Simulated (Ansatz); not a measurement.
Geometry optimisation, DFT PBE-D3(BJ), scalar-relativistic, plane waves, PAW in Ansatz.

The input (input.yaml):

```yaml
crystal:
  lattice:
    - [7.398, 0.0, 0.0]
    - [-3.699, 6.406856, 0.0]
    - [0.0, 0.0, 13.0]
  atoms:
    - { symbol: C, position: [0.0, 0.0, 0.0769231] }
    - { symbol: C, position: [0.2222222, 0.1111111, 0.0769231] }
    - { symbol: C, position: [0.0, 0.3333333, 0.0769231] }
    - { symbol: C, position: [0.2222222, 0.4444444, 0.0769231] }
    - { symbol: C, position: [0.0, 0.6666667, 0.0769231] }
    - { symbol: C, position: [0.2222222, 0.7777778, 0.0769231] }
    - { symbol: C, position: [0.3333333, 0.0, 0.0769231] }
    - { symbol: C, position: [0.5555556, 0.1111111, 0.0769231] }
    - { symbol: C, position: [0.3333333, 0.3333333, 0.0769231] }
    - { symbol: C, position: [0.5555556, 0.4444444, 0.0769231] }
    - { symbol: C, position: [0.3333333, 0.6666667, 0.0769231] }
    - { symbol: C, position: [0.5555556, 0.7777778, 0.0769231] }
    - { symbol: C, position: [0.6666667, 0.0, 0.0769231] }
    - { symbol: C, position: [0.8888889, 0.1111111, 0.0769231] }
    - { symbol: C, position: [0.6666667, 0.3333333, 0.0769231] }
    - { symbol: C, position: [0.8888889, 0.4444444, 0.0769231] }
    - { symbol: C, position: [0.6666667, 0.6666667, 0.0769231] }
    - { symbol: C, position: [0.8888889, 0.7777778, 0.0769231] }
    - { symbol: C, position: [0.6689685, 0.6613417, 0.2446154] }
    - { symbol: H, position: [0.8255027, 0.7713404, 0.2169231] }
    - { symbol: H, position: [0.5582813, 0.707115, 0.2169231] }
    - { symbol: H, position: [0.6216017, 0.5045019, 0.2169231] }
    - { symbol: H, position: [0.6689685, 0.6613417, 0.3284615] }
basis:
  ecutwfc: 420.0
kpoints:
  mp_grid: { grid: [2, 2, 1] }
hamiltonian:
  xc: pbe
  dispersion: d3bj
scf:
  occupations: { method: gaussian, width: 0.02 }
  lower_state_search: "off"
relax:
  f_tol: 0.03
  max_steps: 60
  adjacent_minimum: "off"
output:
  write_density: true
  write_potential: true
  elf: true
  volumetric_format: npy
```

Command:

```bash
$ ansatz run input.yaml --threads 1 --pin off --max-ram 3072MiB --backend cpu --events-out ev --progress --plain --runs-dir out
```

Question: Where does it end, and by what steps?

Answer: It converged. Limits of this set-up: coarse k mesh, slab without dipole correction. After 12 steps the energy has fallen by 2.362 eV; H20 moved furthest, 1.01 Å.

```csv
step,energy less start (eV),largest force component (eV/Å),accepted
0,0.0000,3.665,yes
1,-1.4556,0.922,yes
2,-1.9672,0.524,yes
3,-2.1768,0.602,yes
4,-2.3061,0.571,yes
5,-2.3085,0.741,yes
6,-2.3489,0.376,yes
7,-2.3424,0.444,no
8,-2.3551,0.220,yes
9,-2.3265,0.579,no
10,-2.3601,0.076,yes
11,-2.3617,0.033,yes
12,-2.3620,0.029,yes
```

```xyz
23
Lattice="7.3980 0.0000 0.0000 -3.6990 6.4069 0.0000 0.0000 0.0000 13.0000" Properties=species:S:1:pos:R:3
C -0.021 -0.001 0.727
C 1.226 0.719 0.729
C -1.241 2.144 0.730
C -0.021 2.848 0.728
C -2.473 4.264 0.727
C -1.241 4.975 0.729
C 2.458 0.008 0.729
C 3.678 0.713 0.729
C 1.226 2.129 0.726
C 2.458 2.840 0.722
C -0.021 4.271 0.727
C 1.226 4.991 0.723
C 4.925 -0.007 0.727
C 6.157 0.704 0.729
C 3.678 2.135 0.727
C 4.925 2.855 0.728
C 2.458 4.279 0.718
C 3.678 4.984 0.722
C 2.545 4.235 4.168
H 3.156 5.075 3.821
H 1.517 4.362 3.810
H 2.954 3.300 3.772
H 2.551 4.204 5.263
```

Run time: 2 min on 1 thread of Arm Neoverse V1 (shared host), peak memory 0.7 GiB.
